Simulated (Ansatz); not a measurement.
**GaN: response to a displaced atom**

Aim: deform GaN (atom 2 (N) moved by (0.120, 0.000, 0.000) Å) and compute stress, forces and field gradients with LAPW, PAW and all-electron datasets made for the crystal.

Computed with Ansatz 0.2.0 (DFT PBE, scalar-relativistic, unless a step's input says otherwise).

2 further runs of the same task are left out: 2 set aside as unsound or not needed.

## (1) The system as given

The structure is cubic, space group Fm-3m (No. 225). The conventional cell has a = 4.268 Å, b = 4.268 Å, c = 4.268 Å, α = 90.00°, β = 90.00°, γ = 90.00°. Around Ga (site symmetry m-3m) lie 6 N at 2.13 Å. N (site symmetry m-3m) is surrounded by 6 Ga at 2.13 Å.

Structure file:

```cif
data_structure
_symmetry_space_group_name_H-M 'P 1'
_symmetry_Int_Tables_number 1
_cell_length_a 3.0181
_cell_length_b 3.0181
_cell_length_c 3.0181
_cell_angle_alpha 60.000
_cell_angle_beta 60.000
_cell_angle_gamma 60.000
_cell_volume 19.44
loop_
_atom_site_label
_atom_site_type_symbol
_atom_site_fract_x
_atom_site_fract_y
_atom_site_fract_z
_atom_site_occupancy
Ga1 Ga 0.00000 0.00000 0.00000 1
N1 N 0.50000 0.50000 0.50000 1
```

Atoms are numbered in the order of the input: Ga1, N2.

## (2) The deformed structure

Space group Fm-3m before, I4mm after.

## (3) Full-potential LAPW

The input, input.yaml:

```yaml
crystal:
  lattice:
    - [0.0, 2.1341217709, 2.1341217709]
    - [2.1341217709, 0.0, 2.1341217709]
    - [2.1341217709, 2.1341217709, 0.0]
  atoms:
    - { symbol: Ga, position: [0.0, 0.0, 0.0] }
    - { symbol: "N", position: [0.4718853906, 0.5281146094, 0.5281146094] }
kpoints:
  mp_grid: { grid: [13, 13, 13] }
scf:
  occupations: { method: fermi_dirac, width: 0.05 }
hamiltonian:
  xc: pbe
  pseudopotentials: { kind: all_electron, lapw: { basis_error: 0.00025 } }
output:
  forces: true
  stress: true
  eigenvalues: true
```

On the command line:

```console
$ ansatz run input.yaml --threads 1 --pin off --max-ram 2048MiB --backend cpu --events-out ev --progress --plain --runs-dir out
```

The program printed, cut to the lines that bear on the results:

```text
LAPW: plane waves up to 10.964 Å⁻¹, error target 2.5e-4 eV per atom; small_component_spin mean_spin; N in spheres of 0.892 Å, 7 of its electrons in bands, Dirac shells []; Ga in spheres of 1.123 Å, 21 of its electrons in bands, Dirac shells []
[...]
Pseudopotentials: kind: all_electron
Pseudopotential: Ga, LAPW, valence charge 21, Koelling and Harmon's equation, gaussian nucleus
Pseudopotential: N, LAPW, valence charge 7, Koelling and Harmon's equation, gaussian nucleus
Functional definition: PBE
[...]
Crystal: 2 atoms, lattice volume = 19.440 Å³
Basis set: ecut = 457.9841577065854 eV, 411 PW (Γ), exchange–correlation at level 2
Bands: 18, of which v1, the nominal top of the filled ones, is band 14 counted from 1 (13 counted from 0)
Symmetry: 8 space group operations
Space group: I4mm (ITA 107), of the structure as read, at distance tolerance 2.7e-5 Å
k-points: 196 of 2197 (time reversal used)
[...]
SCF iter   1: F=—  HF=-54391.701394 eV  |F-HF|=—  |Δ(HF+E_count)|=         —  Δρ=1.37e-1  dr2=4.40e0  ethr=1.57e-2  ⟨swp⟩=2.0  Hψ=22755  notcnv=0
[...]
the basis was enlarged: its passes take 381.4 KiB over the memory plan, 1 of 1 planned eigensolver slots
[...]
SCF iter   8: F=-54389.904129 eV  HF=-54389.904129 eV  |F-HF|=3.04e-9  |Δ(HF+E_count)|=   1.72e-7  Δρ=1.08e-5  dr2=2.00e-8  ethr=4.28e-9  ⟨swp⟩=2.0  Hψ=9802  notcnv=0
[...]
SCF converged after 8 iterations
Free energy (F): -54389.904129 eV
[...]
E sigma→0 (E₀):  -54389.904111 eV
Entropy (-TS):   -0.000036 eV (-0.018 meV/atom)
Fermi energy:    15.044417 eV
[...]
--- Forces (eV/Å), atoms counted from 1 ---
  atom   1  Ga     0.30925004    -0.00000000     0.00000000
  atom   2  N     -0.30925758     0.00000000     0.00000000
[...]
--- Stress (GPa, compression-positive) ---
        5.712981      -0.000000       0.000000
       -0.000000      -0.467385       0.000000
        0.000000       0.000000      -0.467385
  P = ⅓ Tr σ = 1.5927 GPa (15.927 kbar)
--- Band table (eV; the first three rows and the last of 196) ---
  k-point 0: bands = ["-360.5890", "-128.0961", "-78.8419", "-78.8419", "-78.8373", "-2.2880", "0.6655", "0.6655", "0.6698", "0.7416", "0.7594", "14.2322", "14.2812", "14.2812", "16.6437", "28.8136", "28.8136", "29.1768"]
[...]
```

Run time: 61 s. Hardware: 1 thread of Arm Neoverse V1, shared host; peak memory 0.52 GiB.

This run gives: pressure 1.59 GPa; gap on the k mesh 0.55 eV (an odd mesh misses the zone boundary); largest force 0.309 eV/Å.

## (4) PAW on the default files

Edit input.yaml of step 3 so:

```diff
@@ -14,3 +14,3 @@
   xc: pbe
-  pseudopotentials: { kind: all_electron, lapw: { basis_error: 0.00025 } }
+  pseudopotentials: { kind: paw }
 output:
@@ -19 +19,2 @@
   eigenvalues: true
+  efg: { contact_densities: true }
```

On the command line:

```console
$ ansatz run input.yaml --threads 1 --pin off --max-ram 2048MiB --backend cpu --events-out ev --progress --plain --runs-dir out
```

The program printed, cut to the lines that bear on the results:

```text
[...]
Pseudopotentials: kind: paw
Pseudopotential: Ga, paw, valence charge 13, recommended cutoff 420 eV (normal)
Pseudopotential: N, paw, valence charge 5, recommended cutoff 420 eV (normal)
[... 1 set-up line as earlier in the session ...]
[...]
Crystal: 2 atoms, lattice volume = 19.440 Å³
Basis set: ecut = 420 eV, 339 PW (Γ), exchange–correlation on 48×48×48 points (8 copies of the dense FFT grid, shifted against one another)
Bands: 13, of which v1, the nominal top of the filled ones, is band 9 counted from 1 (8 counted from 0)
[... 2 set-up lines as earlier in the session ...]
k-points: 196 of 2197 (time reversal used)
[...]
SCF iter   1: F=—  HF=-4166.946804 eV  |F-HF|=—  |Δ(HF+E_count)|=         —  Δρ=2.48e-3  dr2=4.41e-4  ethr=1.77e-3  ⟨swp⟩=4.3  Hψ=12842  notcnv=0
[...]
Fermi energy:    12.970131 eV
[...]
--- Forces (eV/Å), atoms counted from 1 ---
  atom   1  Ga     0.31545785     0.00000000     0.00000000
  atom   2  N     -0.31546167     0.00000000     0.00000000
[...]
--- Stress (GPa, compression-positive) ---
        5.698879       0.000000       0.000000
        0.000000      -0.495319      -0.000000
        0.000000      -0.000000      -0.495319
  P = ⅓ Tr σ = 1.5694 GPa (15.694 kbar)
--- PAW observables at the nuclei: V_zz in 10²¹ V/m², potentials from the cell's mean, atoms counted from 1 ---
  atom   1  Ga V_zz =    -1.091293   η = 0.0000   by run symmetry: allowed
            electrostatic potential = -4137.000403 V   contact ρ = 187391.855673 e/Å³
  atom   2  N  V_zz =    -0.072227   η = 0.0000   by run symmetry: allowed
            electrostatic potential = -521.258531 V   contact ρ = 1415.422244 e/Å³
--- Band table (eV; the first three rows and the last of 196) ---
  k-point 0: bands = ["-4.3611", "-1.3960", "-1.3960", "-1.3919", "-1.3208", "-1.3031", "12.1587", "12.2069", "12.2069", "14.5555", "26.7459", "26.7459", "27.1156"]
[...]
```

Run time: 6.1 s. Hardware: 1 thread of Arm Neoverse V1, shared host; peak memory 0.37 GiB.

This run gives: pressure 1.57 GPa; gap on the k mesh 0.54 eV (an odd mesh misses the zone boundary); largest force 0.315 eV/Å; Vzz Ga1 -1.09 (η = 0.00), N2 -0.07 (η = 0.00) (10²¹ V/m²).

## (5) All-electron PAW on datasets made for the crystal

Edit input.yaml of step 4 so:

```diff
@@ -14,3 +14,3 @@
   xc: pbe
-  pseudopotentials: { kind: paw }
+  pseudopotentials: { kind: all_electron, datasets: crystal }
 output:
```

On the command line:

```console
$ ansatz run input.yaml --threads 1 --pin off --max-ram 2048MiB --backend cpu --events-out ev --progress --plain --runs-dir out
```

The program printed, cut to the lines that bear on the results:

```text
[...]
[... 1 set-up line as earlier in the session ...]
Pseudopotential: Ga, paw, valence charge 21, recommended cutoff 440 eV (normal), Koelling and Harmon's equation, gaussian nucleus
Pseudopotential: N, paw, valence charge 5, recommended cutoff 440 eV (normal), Koelling and Harmon's equation, gaussian nucleus
[... 1 set-up line as earlier in the session ...]
[...]
Crystal: 2 atoms, lattice volume = 19.440 Å³
Basis set: ecut = 440 eV, 411 PW (Γ), exchange–correlation on 48×48×48 points (8 copies of the dense FFT grid, shifted against one another)
Bands: 13, of which v1, the nominal top of the filled ones, is band 9 counted from 1 (8 counted from 0)
[... 2 set-up lines as earlier in the session ...]
k-points: 196 of 2197 (time reversal used)
[...]
  atom   1  Ga     0.30927432     0.00000000     0.00000000
  atom   2  N     -0.30925394     0.00000000     0.00000000
[...]
--- Stress (GPa, compression-positive) ---
        5.714547      -0.000000       0.000000
       -0.000000      -0.465231      -0.000000
        0.000000      -0.000000      -0.465231
  P = ⅓ Tr σ = 1.5947 GPa (15.947 kbar)
  It holds what live shells' own plane waves past their cutoff add
--- PAW observables at the nuclei: V_zz in 10²¹ V/m², potentials from the cell's mean, atoms counted from 1 ---
  atom   1  Ga V_zz =    -1.083739   η = 0.0000   by run symmetry: allowed
            electrostatic potential = -4136.804363 V   contact ρ = 187461.525695 e/Å³
  atom   2  N  V_zz =    -0.096363   η = 0.0000   by run symmetry: allowed
            electrostatic potential = -521.305169 V   contact ρ = 1415.668948 e/Å³
--- Band table (eV; the first three rows and the last of 196) ---
  k-point 0: bands = ["-2.2879", "0.6657", "0.6657", "0.6700", "0.7418", "0.7596", "14.2322", "14.2812", "14.2812", "16.6438", "28.8136"]
[...]
```

Wall time 29 s (1 thread of Arm Neoverse V1, shared host); peak memory 0.8 GiB.

In short: pressure 1.59 GPa; gap on the k mesh 0.55 eV (an odd mesh misses the zone boundary); largest force 0.309 eV/Å; Vzz Ga1 -1.08 (η = 0.00), N2 -0.10 (η = 0.00) (10²¹ V/m²).

## (6) Side by side

Stress (GPa, compression positive):

```
          method    xx     yy     zz    yz    xz    xy
            LAPW  5.71  -0.47  -0.47  0.00  0.00  0.00
             PAW  5.70  -0.50  -0.50  0.00  0.00  0.00
crystal datasets  5.71  -0.47  -0.47  0.00  0.00  0.00
```

Forces (eV/Å):

```
atom  LAPW x  LAPW y  LAPW z   PAW x  PAW y  PAW z  crystal datasets x  crystal datasets y  crystal datasets z
 Ga1   0.309   0.000   0.000   0.315  0.000  0.000               0.309               0.000               0.000
  N2  -0.309   0.000   0.000  -0.315  0.000  0.000              -0.309               0.000               0.000
```

| method | pressure (GPa) | gap on the k mesh (eV) | largest force (eV/Å) | Vzz Ga1 (10²¹ V/m²) | Vzz N2 (10²¹ V/m²) | SCF cycles, all passes | time |
| --- | --- | --- | --- | --- | --- | --- | --- |
| LAPW | 1.59 | 0.55 | 0.309 | – | – | 8 | 61 s |
| PAW | 1.57 | 0.54 | 0.315 | -1.09 | -0.07 | 6 | 6.1 s |
| crystal datasets | 1.59 | 0.55 | 0.309 | -1.08 | -0.10 | 8 | 29 s |

## (7) Summary of results

| quantity | value |
| --- | --- |
| pressure | LAPW 1.59, PAW 1.57, crystal datasets 1.59 GPa |
| largest shear or deviatoric stress (LAPW) | 4.12 GPa |
| force on N2 along the move | -0.309 eV/Å |

N2 feels a force against its move, a stiffness of 2.58 eV/Å² with all periodic images moving together. No run of the undeformed cell stands beside it, so the pressure holds what the given cell had before the change. PAW: stress within 0.03 GPa of LAPW, forces within 6 meV/Å. Crystal datasets: stress within 0.01 GPa of LAPW, forces within 1 meV/Å.
